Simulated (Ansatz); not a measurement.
## TiCo under changes of volume

One of the cells (13.313 Å³/atom); the others are scaled copies at fixed shape and fractional positions:

```
Co Ti
1.0
     2.98611    0.00000    0.00000
     0.00000    2.98611    0.00000
     0.00000    0.00000    2.98611
Co Ti
1 1
Direct
  0.50000 0.50000 0.50000
  0.00000 0.00000 0.00000
```

The cell comes from a database or a generator and needn't be the stable form of this composition.

| Quantity | Value |
| --- | --- |
| Program | Ansatz 0.2.0 |
| Functional | PBE0 |
| Potentials or basis | Ansatz PAW |
| Cutoff | 420 eV (not typed: the program's choice for these potentials) |
| k mesh | 4 × 4 × 4 |
| Occupations | fermi-dirac, width 0.05 eV |
| Spin | collinear spin, ferromagnetic start |
| Starting moments | [2.0, 1.0] μB |

```csv
volume (Å³/atom),energy over the lowest point (meV/atom),pressure (GPa)
12.515,38.09,13.8
12.781,18.89,9.4
13.047,6.49,5.5
13.313,0.39,1.9
13.580,0.00,-1.3
13.846,4.60,-4.2
14.112,?,?
```

Question: What does the run at 14.112 Å³/atom give?

Answer: Energy over the lowest point 13.54 meV/atom; pressure -6.8 GPa.

Worked out: A Birch-Murnaghan fit of order 3 (a polynomial in V^(-2/3)) to the other rows has its minimum at 13.47 Å³/atom with B0 = V·E''(V) = 162 GPa and B' = 4.1. It gives 13.88 meV/atom at 14.112 Å³/atom, against the run's 13.54, and -dE/dV = -6.9 GPa, against -6.8.

Energies are extrapolated to zero smearing.

Caveats: all runs use coarse meshes; the magnetic or orbital state may not be the lowest; the PAW data sets come from PBE, with cores solved anew for the run's functional, which leaves a small shift of forces and pressure; the starting moments weren't kept; the thresholds are loose for stress.
